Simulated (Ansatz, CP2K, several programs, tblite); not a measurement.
Energy against volume for SnTe built on the zincblende prototype, at fixed shape and fractional coordinates, computed by several methods (PBE and r2SCAN, where shown, with plane waves in Ansatz); the cell shown is that of r2SCAN. It is cubic, F-43m (No. 216); conventional cell a = 7.168 Å, 46.04 Å³ an atom. Around Sn lie 4 Te at 3.10 Å; around Te lie 4 Sn at 3.10 Å. Spin-unpolarised throughout. Whether this structure exists isn't addressed. Energies count from each curve's lowest point; fits are third-order Birch-Murnaghan.

```
Sn Te
1.0
     0.00000    3.58398    3.58398
     3.58398    0.00000    3.58398
     3.58398    3.58398    0.00000
Sn Te
1 1
Direct
  0.00000 0.00000 0.00000
  0.25000 0.25000 0.25000
```

**Question.** PBE/DZVP (CP2K), on the shape of the cell shown, gives
```
V (Å³/atom)  E (meV/atom)
     40.512         99.93
     43.274         33.42
     46.036          2.20
     48.798          0.00
     51.560         19.47
```
What equilibrium volume and bulk modulus follow?

**Answer.** V₀ = 47.68 Å³ an atom and B₀ = 24 GPa.

r2SCAN, on the shape of its own relaxed cell:
```tsv
V (Å³/atom)	E (meV/atom)
43.274	15.55
44.655	3.75
46.036	0.00
47.417	3.21
48.798	12.40
```
V₀ = 46.06 Å³ an atom and B₀ = 27 GPa.

PBE/SZV (CP2K), on the shape of the cell shown:

| V (Å³/atom) | E (meV/atom) |
| --- | --- |
| 40.512 | 257.47 |
| 43.274 | 118.10 |
| 46.036 | 38.34 |
| 48.798 | 2.78 |
| 51.560 | 0.00 |

The lowest point is an end point, so the minimum isn't bracketed.

GFN1-xTB (tblite), on the shape of the cell shown, as a cluster of 64 atoms at the zone centre:
```csv
V (Å³/atom),E (meV/atom)
40.512,0.00
43.274,82.12
46.036,211.91
48.798,376.96
51.560,560.07
```
The lowest point is an end point, so the minimum isn't bracketed.

GFN2-xTB (tblite), on the shape of the cell shown, as a cluster of 64 atoms at the zone centre:

| V (Å³/atom) | E (meV/atom) |
| --- | --- |
| 40.512 | 0.00 |
| 43.274 | 25.55 |
| 46.036 | 92.42 |
| 48.798 | 185.23 |
| 51.560 | 288.09 |

The lowest point is an end point, so the minimum isn't bracketed.
